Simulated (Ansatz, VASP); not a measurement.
# SrTiO3 in VASP and in Ansatz

```xyz
5
Lattice="3.9132 0.0000 0.0000 0.0000 3.9132 0.0000 0.0000 0.0000 3.9132" Properties=species:S:1:pos:R:3 pbc="T T T"
Sr    0.0000    0.0000    0.0000
Ti    1.9566    1.9566    1.9566
O     1.9566    1.9566    0.0000
O     1.9566    0.0000    1.9566
O     0.0000    1.9566    1.9566
```

The cell was built by a generator and isn't the measured one.

Alike in both runs: task single point; functional PBE; k mesh 4 × 4 × 4; occupations gaussian, width 0.05 eV; no spin polarisation.

|  | VASP | Ansatz |
| --- | --- | --- |
| version | VASP 6.6.1 | Ansatz 0.2.0 |
| potentials or method | VASP PAW PBE potentials, release 64 (Sr_sv, Ti_sv, O) | scalar-relativistic, plane waves, PAW |
| plane-wave cutoff (eV) | 520 | 420 |
| valence electrons in the cell | 40 | 40 |

VASP gave:

```
gap on the k mesh at the Fermi level (eV) : 1.83
least direct gap on the mesh (eV)         : 2.18
pressure (GPa)                            : 3.8
```

Task: Estimate Ansatz's values.

Result: gap on the k mesh at the Fermi level (eV): 1.86; least direct gap on the mesh (eV): 2.21; pressure (GPa): 3.2.

With one functional, cell and mesh, what is left measures potentials, basis and numerics.

A k mesh can miss the band edges. As with any semilocal functional, this PBE gap is likely too small.
